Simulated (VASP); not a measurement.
SnTe2 in VASP 6.6.1, single-point calculation

INCAR

```
LCHARG = .FALSE.
IBRION = -1
SIGMA = 0.02
LWAVE = .FALSE.
LREAL = .FALSE.
GGA = CA
NBANDS = 20
ISIF = 2
PREC = Single
NELM = 57
NSW = 0
ENCUT = 520
LASPH = .TRUE.
EDIFF = 1E-7
ISMEAR = -1
```

KPOINTS

```
KPOINTS created by Atomic Simulation Environment
0
Gamma
6 6 6
0 0 0
```

POSCAR

```
Sn Te
 1.0000000000000000
    -0.0000000000000000    3.7010376708088639    3.7010376708088639
     3.7010376708088639   -0.0000000000000000    3.7010376708088639
     3.7010376708088639    3.7010376708088639   -0.0000000000000000
 Sn  Te
   1   2
Cartesian
  0.0000000000000000  0.0000000000000000 -0.0000000000000000
  1.8505188354044317  1.8505188354044317  1.8505188354044317
  5.5515565062132950  5.5515565062132950  5.5515565062132950
```

The recommended LDA PAW datasets give the neutral cell 26 valence electrons.

Command

```
mpirun -np 1 vasp_std
```

OSZICAR

```
N       E                     dE             d eps       ncg     rms          rms(c)
DAV:   1     0.175658708172E+03    0.17566E+03   -0.11291E+04   652   0.131E+03
DAV:   2     0.782080233692E+01   -0.16784E+03   -0.16317E+03   668   0.335E+02
DAV:   3    -0.108740603431E+02   -0.18695E+02   -0.18263E+02   816   0.102E+02
DAV:   4    -0.116176312386E+02   -0.74357E+00   -0.74162E+00   728   0.207E+01
DAV:   5    -0.116467961948E+02   -0.29165E-01   -0.29163E-01   880   0.439E+00    0.621E+00
DAV:   6    -0.116215367185E+02    0.25259E-01   -0.41752E-02   756   0.188E+00    0.393E+00
DAV:   7    -0.116145930939E+02    0.69436E-02   -0.25770E-02   732   0.117E+00    0.180E-01
DAV:   8    -0.116138758317E+02    0.71726E-03   -0.49787E-03   720   0.683E-01    0.972E-02
DAV:   9    -0.116139094256E+02   -0.33594E-04   -0.25197E-04   720   0.109E-01    0.368E-02
DAV:  10    -0.116139100492E+02   -0.62362E-06   -0.12323E-05   752   0.232E-02    0.175E-02
DAV:  11    -0.116139103798E+02   -0.33055E-06   -0.16742E-06   704   0.101E-02    0.275E-03
DAV:  12    -0.116139103134E+02    0.66433E-07   -0.39623E-07   716   0.643E-03
   1 F= -.11613910E+02 E0= -.11611227E+02  d E =-.536673E-02
```

Standard output (part)

```
POSCAR found type information on POSCAR SnTe
 POSCAR found :  2 types and       3 ions
 LDA part: xc-table for (Slater(with rela. corr.)+CA(PZ))
 , standard interpolation
 POSCAR, INCAR and KPOINTS ok, starting setup
 WAVECAR not read
 entering main loop
```

From OUTCAR

```
k-points           NKPTS =     16   k-points in BZ     NKDIM =     16   number of bands    NBANDS=     20

   NELECT =      26.0000    total number of electrons

   dimension x,y,z NGX =    40 NGY =   40 NGZ =   40
   dimension x,y,z NGXF=    40 NGYF=   40 NGZF=   40

  energy-cutoff  :      520.00
  volume of cell :      101.39
      direct lattice vectors                 reciprocal lattice vectors
     0.000000000  3.701037671  3.701037671    -0.135097247  0.135097247  0.135097247
     3.701037671  0.000000000  3.701037671     0.135097247 -0.135097247  0.135097247
     3.701037671  3.701037671  0.000000000     0.135097247  0.135097247 -0.135097247

 k-points in reciprocal lattice and weights: KPOINTS created by Atomic Simulation Env
   0.00000000  0.00000000  0.00000000       0.005
   0.16666667  0.00000000  0.00000000       0.037
   0.33333333  0.00000000  0.00000000       0.037
   0.50000000  0.00000000  0.00000000       0.019
   0.16666667  0.16666667  0.00000000       0.028
   0.33333333  0.16666667  0.00000000       0.111
   0.50000000  0.16666667  0.00000000       0.111
  -0.33333333  0.16666667  0.00000000       0.111
   ...

 E-fermi :   5.3649

 k-point     1 :       0.0000    0.0000    0.0000
  band No.  band energies     occupation
      1     -15.8720      2.00000
      2     -15.8720      2.00000
      3     -15.8720      2.00000
      4     -15.8578      2.00000
      5     -15.8578      2.00000
      6      -7.0260      2.00000
      7      -4.2096      2.00000
      8       0.7757      2.00000
      9       2.7426      2.00000
     10       2.7426      2.00000
     11       2.7426      2.00000
     12       3.9429      2.00000
     13       3.9429      2.00000
     14       3.9429      2.00000
     15       6.9343      0.00000
     16       6.9343      0.00000
     17       6.9343      0.00000
     18      10.1538      0.00000
     19      10.1538      0.00000
     20      10.7964      0.00000

 k-point     2 :       0.1667    0.0000    0.0000
  band No.  band energies     occupation
      1     -15.8725      2.00000
      2     -15.8716      2.00000
      3     -15.8716      2.00000
      4     -15.8578      2.00000
      5     -15.8578      2.00000
      6      -6.8568      2.00000
      7      -4.3868      2.00000
      8       0.1292      2.00000
      9       2.5615      2.00000
     10       2.6229      2.00000
     11       2.6229      2.00000
     12       3.8906      2.00000
     13       3.8906      2.00000
     14       5.0528      2.00000
     15       7.0909      0.00000
     16       7.1216      0.00000
     17       7.1216      0.00000
     18      10.8414      0.00000
     19      10.8414      0.00000
     20      11.5565      0.00000

 k-point     3 :       0.3333    0.0000    0.0000
  band No.  band energies     occupation
      1     -15.8736      2.00000
      2     -15.8708      2.00000
      3     -15.8708      2.00000
      4     -15.8577      2.00000
      5     -15.8577      2.00000
      6      -6.3725      2.00000
      7      -4.9050      2.00000
      8      -0.7907      2.00000
      9       2.4640      2.00000
     10       2.4640      2.00000
     11       2.7473      2.00000
     12       3.6557      2.00000
     13       3.6557      2.00000
     14       5.7614      0.00000
     15       7.8727      0.00000
     16       7.8727      0.00000
     17       8.6626      0.00000
     18      11.4335      0.00000
     19      12.1204      0.00000
     20      12.1204      0.00000

 ...

  Total       -1.7171068     -1.7171068     -1.7171068      0.0000000      0.0000000      0.0000000
  in kB      -27.1335974    -27.1335974    -27.1335974      0.0000000      0.0000000      0.0000000
  external PRESSURE =     -27.1335974 kB  Pullay stress =       0.0000000 kB

 POSITION                                       TOTAL-FORCE (eV/Angst)
 -----------------------------------------------------------------------------------
      0.00000      0.00000      0.00000         0.000000     -0.000000      0.000000
      1.85052      1.85052      1.85052        -0.000000     -0.000000     -0.000000
      5.55156      5.55156      5.55156         0.000000      0.000000      0.000000
 -----------------------------------------------------------------------------------
    total drift:                                0.000000     -0.000000      0.000000

  FREE ENERGIE OF THE ION-ELECTRON SYSTEM (eV)
  ---------------------------------------------------
  free  energy   TOTEN  =       -11.6139103134 eV

  energy  without entropy=      -11.6085435837  energy(sigma->0) =      -11.61122695
```

It converged. Results: gap between bands v and c on the k mesh -2.02 eV (bands overlap: a metal); least direct gap on the k mesh 0.00 eV; pressure -2.7 GPa. Band v is the last that the valence electrons fill when counted band by band, and c is the next.

For comparison, a separate LDA run of the intended cell, on usual settings and not on those above, gives a gap of -2.02 eV on its mesh and a pressure of -2.7 GPa.

The run above took about 12 s on one core of a shared host (Intel Xeon 6975P-C) and held 0.16 GiB at most.
